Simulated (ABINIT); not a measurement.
# B in ABINIT: the effect of functional

B:

```
B
1.0
     1.88524    0.00000    0.00000
     0.00000    1.88524    0.00000
     0.00000    0.00000    1.88524
B
1
Direct
  0.50000 0.50000 0.50000
```

The cell was built by a generator and needn't be a form met in nature.

Alike in all runs:

| Item | Value |
| --- | --- |
| Program | ABINIT 10.8.3 (patched build) |
| Task | single point |
| Potentials or basis | JTH PAW PBE v2.0 |
| Cutoff | 490 eV |
| k mesh | 14 × 14 × 14 |
| Occupations | fermi-dirac, width 0.05 eV |
| Spin | no spin polarisation |

| functional | pressure (GPa) |
| --- | --- |
| LDA | -7.0 |
| PBEsol | -2.6 |
| RPBE | ? |
| BLYP | 7.7 |
| AM05 | -4.2 |
| r2SCAN | 0.0 |
| SCAN | -2.6 |
| revPBE | 2.9 |
| PW91 | 0.9 |
| WC | -1.9 |

Q: What does the run with functional RPBE give?

A: Pressure 3.6 GPa.

Caveats: the PAW data sets were made with another functional, which shifts forces and pressure a little.

Runs at the PBE level aren't shown here.
